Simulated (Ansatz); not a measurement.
ZnS (F-43m) on a mismatched substrate

```
CELL_PARAMETERS angstrom
2.64847 2.64847 0.00000
-2.64847 2.64847 0.00000
0.00000 2.64847 2.64847
ATOMIC_POSITIONS crystal
Zn 0.75000 0.25000 0.50000
S 0.00000 0.00000 0.00000
```

This cell was relaxed by PAW under LDA. A film on a (001) substrate is mimicked by stretching x and y by ε∥; the length along z and the atoms then relax by PAW (default files of Ansatz 0.2.0, cutoff 420 eV, stress met within about 0.05 GPa). Stress and levels come from LDA, all-electron LAPW in Ansatz 0.2.0, scalar-relativistic; k mesh 8×8×8, fixed occupations, basis error target 0.5 meV/atom. Conduction levels are in eV over the valence top, at fixed fractional wave vectors.

| ε∥ (%) | ε⊥ (%) | σ∥ (GPa, tension positive) | Γ | X ⊥ z | X ∥ z | L (oblique) | 2nd valence level at Γ | 3rd |
| --- | --- | --- | --- | --- | --- | --- | --- | --- |
| -2.0 | 2.392 | -2.16 | 2.137 | 2.875 | 3.135 | 3.142 | 0.000 | -0.182 |
| -1.0 | ? | ? | ? | ? | ? | ? | ? | ? |
| -0.5 | 0.599 | -0.52 | 2.130 | 3.008 | 3.071 | 3.195 | 0.000 | -0.042 |
| 0.0 | 0.000 | 0.00 | 2.127 | 3.052 | 3.052 | 3.204 | 0.000 | 0.000 |
| 0.5 | -0.622 | 0.49 | 2.082 | 3.055 | 2.993 | 3.167 | -0.041 | -0.041 |
| 1.0 | -1.241 | 0.97 | 2.039 | 3.059 | 2.937 | 3.129 | -0.080 | -0.080 |
| 2.0 | -2.497 | 1.89 | 1.956 | 3.074 | 2.835 | 3.047 | -0.152 | -0.152 |

The last two columns are counted from the highest valence level at Γ.

Task: How does the film contract along z, and how stiff is it in the plane?

Result: Quadratic fits through the 6 rows shown have slopes dε⊥/dε∥ = -1.223 and dσ∥/dε∥ = 101.2 GPa at zero strain. Elasticity asks −2C12/C11 = -1.223 and C11 + C12 − 2C12²/C11 = 100.8 GPa, from PAW constants C11 = 116.7, C12 = 71.4 GPa. At the level of the σ∥ column the films keep up to 0.03 GPa along z against the unstrained cell, and the constants are scalar-relativistic PAW values, so part of the difference is the change of level.

Task: Which shear deformation potential b does the valence splitting give?

Result: Without spin-orbit coupling the single level moves against the pair by 3b(ε⊥ − ε∥): -0.0423 eV at ε⊥ − ε∥ = 0.01099 and 0.0410 eV at -0.01122, so b = -1.25 eV.

Task: Fill the row at ε∥ = -1.0 %.

Result: The fits give ε⊥ = 1.205 % and σ∥ = -1.05 GPa. Computed: ε⊥ (%) = 1.202, σ∥ (GPa, tension positive) = -1.05, Γ = 2.133, X ⊥ z = 2.964, X ∥ z = 3.091, L (oblique) = 3.182, 2nd valence level at Γ = 0.000, 3rd = -0.087. The levels have a kink at zero strain, where another valence state takes the top, so one parabola doesn't fit them.

Task: What is the slope of the gap under small compression and under small tension?

Result: dE_g/dε∥ is -8 meV per % on the compressed side and -89 on the stretched side, so the gap rises under compression and falls under tension. The lowest conduction level stays at Γ.

Limits of these numbers: the frozen-core PAW files of the relaxations were fitted under PBE, their cores solved anew for this functional; semilocal gaps are low, and the spacing of valleys can be off by tenths of an eV; levels are read at fixed fractional k, so an edge that moves off these points is missed.
